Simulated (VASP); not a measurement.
# W (Im-3m) in VASP: a series of runs, part 2 of 3

VASP 6.6.1. Earlier steps stand in the parts before.

## Step 3: Relaxation of cell and atoms, PBE

This run uses another cell than the first one, of 16.16 Å³/atom, 1.020 times its volume.

The input, INCAR:

```
SYSTEM = W
PREC     = Accurate       ! precision mode
ENCUT    = 520            ! plane-wave cutoff, eV
EDIFF    = 1E-7           ! SCF threshold, eV
ISMEAR   = 0              ! smearing method
SIGMA    = 0.1            ! smearing width, eV
LREAL    = .False.        ! projectors in reciprocal space
LASPH    = .True.         ! aspherical terms in the spheres
NELM     = 80             ! most SCF steps
ALGO     = Normal         ! electronic algorithm
ISIF     = 3              ! what is computed and relaxed
LWAVE    = .False.        ! write WAVECAR
LCHARG   = .False.        ! write CHGCAR
GGA      = PE             ! functional
IBRION   = 2              ! ionic algorithm
NSW      = 80             ! ionic steps
EDIFFG   = -0.002         ! ionic threshold
```

The input, KPOINTS:

```
Automatic mesh
0
Gamma
  18 18 18
  0 0 0
```

The input, POSCAR:

```
W                                       
1.0
   -1.5926457963      1.5926457963      1.5926457963
    1.5926457963     -1.5926457963      1.5926457963
    1.5926457963      1.5926457963     -1.5926457963
  W             
     1
Direct
     0.0000000000000000    0.0000000000000000    0.0000000000000000
```

Potentials or basis: VASP PAW PBE potentials, release 64 (W_sv).

Launch:

```console
$ cat potpaw_PBE.64/W_sv/POTCAR > POTCAR
$ mpirun -np 1 vasp_std > vasp.out
```

OUTCAR:

```text
SYSTEM = W
   PREC = Accurate
   ENCUT = 520
   EDIFF = 1E-7
   ISMEAR = 0
   LREAL = .False.
   LASPH = .True.
   NELM = 80
   ISIF = 3
   GGA = PE
   IBRION = 2
   NSW = 80
   EDIFFG = -0.002

 ion  position               nearest neighbor table
   1  0.000  0.000  0.000-

  LATTYP: Found a body centered cubic cell.
 ALAT       =     3.1852915926

  Lattice vectors:

 A1 = (  -1.5926457963,   1.5926457963,   1.5926457963)
 A2 = (   1.5926457963,  -1.5926457963,   1.5926457963)
 A3 = (   1.5926457963,   1.5926457963,  -1.5926457963)

Analysis of symmetry for initial positions (statically):
=====================================================================
 Subroutine PRICEL returns:
 Original cell was already a primitive cell.

 Routine SETGRP: Setting up the symmetry group for a
 body centered cubic supercell.

 Subroutine GETGRP returns: Found 48 space group operations
 (whereof 48 operations were pure point group operations)
 out of a pool of 48 trial point group operations.

The static configuration has the point symmetry O_h .

Analysis of symmetry for dynamics (positions and initial velocities):
=====================================================================
 Subroutine PRICEL returns:
 Original cell was already a primitive cell.

 Routine SETGRP: Setting up the symmetry group for a
 body centered cubic supercell.

 Subroutine GETGRP returns: Found 48 space group operations
 (whereof 48 operations were pure point group operations)
 out of a pool of 48 trial point group operations.

The dynamic configuration has the point symmetry O_h .

 Subroutine INISYM returns: Found 48 space group operations
 (whereof 48 operations are pure point group operations),
 and found     1 'primitive' translations

----------------------------------------------------------------------------------------

                                     Primitive cell

  volume of cell :      16.1591

  direct lattice vectors                    reciprocal lattice vectors
    -1.592645796  1.592645796  1.592645796     0.000000000  0.313943000  0.313943000
     1.592645796 -1.592645796  1.592645796     0.313943000  0.000000000  0.313943000
     1.592645796  1.592645796 -1.592645796     0.313943000  0.313943000  0.000000000

  length of vectors
     2.758543438  2.758543438  2.758543438     0.443982449  0.443982449  0.443982449

  position of ions in fractional coordinates (direct lattice)
     0.000000000  0.000000000  0.000000000

  ion indices of the primitive-cell ions
   primitive index   ion index
                 1           1

----------------------------------------------------------------------------------------

 KPOINTS: Automatic mesh

Automatic generation of k-mesh.
 Grid dimensions read from file:
 generate k-points for:   18   18   18

 Generating k-lattice:

  Cartesian coordinates                     Fractional coordinates (reciprocal lattice)
     0.000000000  0.017441278  0.017441278     0.055555556  0.000000000  0.000000000
     0.017441278  0.000000000  0.017441278     0.000000000  0.055555556  0.000000000
     0.017441278  0.017441278  0.000000000     0.000000000  0.000000000  0.055555556

  Length of vectors
     0.024665692  0.024665692  0.024665692

  Shift w.r.t. Gamma in fractional coordinates (k-lattice)
     0.000000000  0.000000000  0.000000000

 Subroutine IBZKPT returns following result:
 ===========================================

 Found    195 irreducible k-points:

 Following reciprocal coordinates:
            Coordinates               Weight
  0.000000  0.000000  0.000000      1.000000
  0.055556  0.000000  0.000000     12.000000
  0.111111  0.000000  0.000000     12.000000
  0.166667  0.000000  0.000000     12.000000
  0.222222  0.000000  0.000000     12.000000
  0.277778  0.000000  0.000000     12.000000
[... 16 lines left out ...]
  0.333333  0.111111 -0.000000     48.000000
  0.388889  0.111111 -0.000000     48.000000
 [... further k-points ...]
   k-points           NKPTS =    195   k-points in BZ     NKDIM =    195   number of bands    NBANDS=     11
   number of dos      NEDOS =    301   number of ions     NIONS =      1
   total plane-waves  NPLWV =  13824
   dimension x,y,z NGX =    24 NGY =   24 NGZ =   24
   dimension x,y,z NGXF=    48 NGYF=   48 NGZF=   48
   ions per type =               1
   NGX,Y,Z   is equivalent  to a cutoff of  14.46, 14.46, 14.46 a.u.
   NGXF,Y,Z  is equivalent  to a cutoff of  28.93, 28.93, 28.93 a.u.
 SYSTEM =  W
   PREC   = accura    normal or accurate (medium, high low for compatibility)
   ISTART =      0    job   : 0-new  1-cont  2-samecut
   ICHARG =      2    charge: 1-file 2-atom 10-const
   ISPIN  =      1    spin polarized calculation?
   LNONCOLLINEAR =      F non collinear calculations
   LSORBIT =      F    spin-orbit coupling
   LASPH  =      T    aspherical Exc in radial PAW
   ENCUT  =  520.0 eV  38.22 Ry    6.18 a.u.   5.13  5.13  5.13*2*pi/ulx,y,z
   NELM   =     80;   NELMIN=  2; NELMDL= -5     # of ELM steps
   EDIFF  = 0.1E-06   stopping-criterion for ELM
   LREAL  =      F    real-space projection
   EDIFFG = -.2E-02   stopping-criterion for IOM
   NSW    =     80    number of steps for IOM
   IBRION =      2    ionic relax: 0-MD 1-quasi-New 2-CG
   NFREE  =      1    steps in history (QN), initial steepest desc. (CG)
   ISIF   =      3    stress and relaxation
   ISYM   =      2    0-nonsym 1-usesym 2-fastsym
   POTIM  = 0.5000    time-step for ionic-motion
   TEBEG  =    0.0;   TEEND  =   0.0 temperature during run
   PSTRESS=    0.0 pullay stress
   NELECT =      14.0000    total number of electrons
   NUPDOWN=      -1.0000    fix difference up-down
   EMIN   =  10.00;   EMAX   =-10.00  energy-range for DOS
   EFERMI =   0.00;   METHOD = LEGACY
   ISMEAR =     0;   SIGMA  =   0.10  broadening in eV -4-tet -1-fermi 0-gaus
   EFERMI_NEDOS =   21; number of points for ismear=-14 and -15
   IALGO  =     38    algorithm
   IMIX   =      4    mixing-type and parameters
     AMIX     =   0.40;   BMIX     =  1.00
     AMIX_MAG =   1.60;   BMIX_MAG =  1.00
  volume/ion in A,a.u.               =      16.16       109.05
  Fermi-wavevector in a.u.,A,eV,Ry     =   1.560672  2.949242 33.139672  2.435697
  Thomas-Fermi vector in A             =   2.663850
   LORBIT       =      0    0 simple, 1 ext, 2 COOP (PROOUT), +10 PAW based schemes
   GGA     = PE    functional components
   LHFCALC =     F    Hartree Fock is set to
   AEXX    =    0.0000 exact exchange contribution
   IVDW    =     0    specifies the selected vdW correction
   LEPSILON=     F    determine dielectric tensor
   LRPA    =     F    only Hartree local field effects (RPA)
 conjugate gradient relaxation of ions
 non-spin polarized calculation
 Gauss-broadening in eV      SIGMA  =   0.10
  energy-cutoff  :      520.00
  volume of cell :       16.16
 maximum number of plane-waves:       466
 NGX is ok and might be reduce to    24
   NGX = 11   NGY = 11   NGZ = 11

 number of electron      14.0000002 magnetization

 Free energy of the ion-electron system (eV)
  ---------------------------------------------------
  ext. energy  EPLUGINS =         0.00000000
  ---------------------------------------------------
  free energy    TOTEN  =       -12.95119725 eV

  energy without entropy =      -12.94761509  energy(sigma->0) =      -12.94940617

 E-fermi :  11.1663     XC(G=0): -13.5316

 val. band max:       11.1621069566   @ k =  -0.2778   0.3333   0.2222
 cond. band min:      11.1785197838   @ k =   0.5000   0.5000   0.2222
 fundamental gap:      0.0164128273
 Fermi energy:        11.1662674914

 k-point     1 :       0.0000    0.0000    0.0000
  band No.  band energies     occupation
      1     -63.0365      2.00000
      2     -26.6265      2.00000
      3     -26.6265      2.00000
      4     -26.6265      2.00000
      5       1.6368      2.00000
      6       9.9727      2.00000
      7       9.9727      2.00000
      8       9.9727      2.00000
      9      13.3857      0.00000
     10      13.3857      0.00000
     11      25.6401      0.00000
[... 309 lines left out ...]
 k-point    24 :       0.3889    0.1111   -0.0000
  band No.  band energies     occupation
      1     -62.9133      2.00000
      2     -27.7603      2.00000
      3     -27.0532      2.00000
      4     -26.6861      2.00000
      5       5.4423      2.00000
      6       7.8399      2.00000
      7      10.5519      2.00000
      8      13.1513      0.00000
      9      14.4424      0.00000
     10      17.4292      0.00000
     11      21.8204      0.00000

 [... further k-points ...]

------------------------ aborting loop because EDIFF is reached ----------------------------------------

  FORCE on cell =-STRESS in cart. coord.  units (eV):
  Direction    XX          YY          ZZ          XY          YZ          ZX
  --------------------------------------------------------------------------------------
  -------------------------------------------------------------------------------------
  Total       -0.0001169     -0.0001169     -0.0001169      0.0000000     -0.0000000      0.0000000
  in kB       -0.0115942     -0.0115942     -0.0115942      0.0000000     -0.0000000      0.0000000
  external PRESSURE =      -0.0115942 kB  Pullay stress =       0.0000000 kB

 VOLUME and BASIS-vectors are now :
 -----------------------------------------------------------------------------
  energy-cutoff  :      520.00
  volume of cell :       16.16
      direct lattice vectors                 reciprocal lattice vectors
    -1.592645796  1.592645796  1.592645796     0.000000000  0.313943000  0.313943000
     1.592645796 -1.592645796  1.592645796     0.313943000  0.000000000  0.313943000
     1.592645796  1.592645796 -1.592645796     0.313943000  0.313943000  0.000000000

 POSITION                                       TOTAL-FORCE (eV/Angst)
 -----------------------------------------------------------------------------------
      0.00000      0.00000      0.00000         0.000000      0.000000     -0.000000
 -----------------------------------------------------------------------------------
    total drift:                               -0.000000      0.000000      0.000000

  FREE ENERGIE OF THE ION-ELECTRON SYSTEM (eV)
  ---------------------------------------------------
  free  energy   TOTEN  =       -12.9511972492 eV

  energy  without entropy=      -12.9476150863  energy(sigma->0) =      -12.94940617

 reached required accuracy - stopping structural energy minimisation
```

It took 15 s on 1 thread of Intel Xeon Platinum 8488C (Sapphire Rapids), shared host; peak memory 0.16 GiB.

Results:

```
Free energy             : -12.9512 eV
Pressure after relaxing : 0.0 GPa
Band gap on the k mesh  : none (metal or under the smearing width)
```

Final structure:
```yaml
crystal:
  lattice:
    - [-1.59265, 1.59265, 1.59265]
    - [1.59265, -1.59265, 1.59265]
    - [1.59265, 1.59265, -1.59265]
  atoms:
    - { symbol: W, position: [0.00000, 0.00000, 0.00000] }
```

Levels at points of the mesh, in eV from the Fermi level:
```
           k point  band 4  band 5  band 6  band 7  band 8  band 9  band 10  band 11
(0.00, 0.00, 0.00)  -37.79   -9.53   -1.19   -1.19   -1.19    2.22     2.22    14.47
(0.50, 0.00, 0.00)  -37.80   -6.15   -3.47    0.61    2.10    3.06     5.99    10.78
(0.50, 0.50, 0.50)  -38.64   -5.68   -5.68    5.03    5.03    5.03     8.09     8.09
```

Caveat: the relaxation stopped at its first step, so nothing moved. Spin-orbit coupling is left out, which matters for the levels of W.

(Continued in part 3 of 3.)
